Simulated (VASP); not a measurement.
Set up this calculation in VASP 6.6.1, as the native input.

* Task: relaxation of cell and atoms
* Functional: PBE
* Dispersion: D3(BJ)
* Potentials or basis: VASP PAW PBE potentials, release 64 (Sb)
* Cutoff: 600 eV
* k mesh: 12 × 12 × 10
* Occupations: methfessel-paxton, width 0.1 eV
* Spin: no spin polarisation
* Further INCAR settings: ALGO = Normal; EDIFF = 1e-06; IBRION = 2; EDIFFG = -0.01; NSW = 90; ISIF = 3

The structure of Sb lies in POSCAR:

```
Sb
1.0
    2.1542000000      1.2437279499      3.7580000000
   -2.1542000000      1.2437279499      3.7580000000
    0.0000000000     -2.4874558998      3.7580000000
Sb
2
Direct
    0.2334900000      0.2334900000      0.2334900000
    0.7665100000      0.7665100000      0.7665100000
```

One way to write it, as run:

INCAR

```
PREC     = Accurate       # precision mode
ENCUT    = 600            # plane-wave cutoff, eV
EDIFF    = 1E-6           # SCF threshold, eV
ISMEAR   = 1              # smearing method
SIGMA    = 0.1            # smearing width, eV
LREAL    = F              # projectors in reciprocal space
LASPH    = T              # aspherical terms in the spheres
NELM     = 80             # most SCF steps
ALGO     = Normal         # electronic algorithm
ISIF     = 3              # what is computed and relaxed
LWAVE    = F              # write WAVECAR
LCHARG   = F              # write CHGCAR
GGA      = PE             # functional
IVDW     = 12             # dispersion correction
IBRION   = 2              # ionic algorithm
NSW      = 90             # ionic steps
EDIFFG   = -0.01          # ionic threshold
```

KPOINTS

```
Automatic mesh
0
Gamma
  12 12 10
```

Potentials or basis: VASP PAW PBE potentials, release 64 (Sb).

Command:

```sh
$ cat potpaw_PBE.64/Sb/POTCAR > POTCAR
$ mpirun -np 1 vasp_std > vasp.out
```

It gave:

- Relaxed volume: 29.70 Å³/atom
- Relaxed cell: a = 4.438 Å, b = 4.438 Å, c = 4.438 Å, α = 58.29°, β = 58.29°, γ = 58.29°
- Space group after relaxing (to 0.05 Å): R-3m (No. 166)
- Energy gained by relaxing: 5.2 meV/atom
- Ionic steps: 8
- Pressure after relaxing: 0.0 GPa
- Largest force after relaxing: 0.010 eV/Å
- Band gap on the k mesh: none (metal or under the smearing width)
- Dispersion energy per atom: -0.481 eV

Caveat: pairwise dispersion overbinds metals, which lowers pressure and volume.

Run time: 7.9 min on 1 thread of AMD EPYC 9R14 (Zen 4), with other jobs on the host, peak memory 0.38 GiB.
